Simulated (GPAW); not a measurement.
Input of a GPAW 26.7.0 run:

run.py

```python
from ase import Atoms
from ase.calculators.mixing import SumCalculator
from ase.filters import FrechetCellFilter
from ase.io import write
from ase.optimize import BFGS
from dftd3.ase import DFTD3
from gpaw import GPAW, PW, setup_paths

setup_paths.insert(0, '.')

atoms = Atoms(['Sb', 'Sb'],
              cell=[[2.1542, 1.2437279499, 3.758],
                    [-2.1542, 1.2437279499, 3.758],
                    [0.0, -2.4874558998, 3.758]],
              scaled_positions=[[0.76651, 0.76651, 0.76651],
                                [0.23349, 0.23349, 0.23349]],
              pbc=True)

calc = GPAW(mode=PW(600),
            xc='PBEsol',
            kpts={'size': (6, 6, 6), 'gamma': True},
            occupations={'name': 'fermi-dirac', 'width': 0.05},
            nbands=25,
            convergence={'density': 1e-05, 'forces': 0.0001},
            maxiter=150,
            txt='gpaw.txt')
atoms.calc = SumCalculator([calc, DFTD3(method='pbesol', damping='d3bj')])
opt = BFGS(FrechetCellFilter(atoms), trajectory='relax.traj', logfile='-')
done = opt.run(fmax=0.02, steps=60)
calc.write('gs.gpw')
write('result.traj', atoms)
print('Converged:', done)
print('Cell:', atoms.cell.cellpar().round(4))
print('Volume:', round(atoms.get_volume(), 4))
print(atoms.get_scaled_positions().round(5))
```

Potentials or basis: PAW data sets generated in the run's folder for this functional, pw.

The run is started by

```sh
$ gpaw-setup -f PBEsol Sb
$ OMP_NUM_THREADS=1 python run.py
```

Task: What does it give for the relaxed cell?

Result: a = 4.372 Å, b = 4.372 Å, c = 4.372 Å, α = 58.24°, β = 58.24°, γ = 58.24°.

Task: Predict the dispersion energy per atom.

Result: -0.481 eV.

Task: Estimate the relaxed volume.

Result: 28.35 Å³/atom.

The path:
```
step  energy change (eV)  largest force (eV/Å)  pressure (GPa)  volume (Å³)
   1              0.0000                0.0052           -2.62        60.41
   2             -0.0091                0.0515           -2.06        59.78
   3             -0.0247                0.2404            0.12        57.46
   4             -0.0264                0.2146            0.13        57.35
   5             -0.0329                0.0061            0.12        56.63
   6             -0.0330                0.0178            0.01        56.71
   7             -0.0333                0.0304           -0.11        56.77
   8             -0.0336                0.0334           -0.17        56.80
   9             -0.0338                0.0198           -0.11        56.75
  10             -0.0339                0.0041           -0.03        56.70
```

Caveat: later steps reuse the first step's grids; pairwise dispersion overbinds metals, which lowers pressure and volume. The run has no spin-orbit coupling, so splittings on Sb are missing.
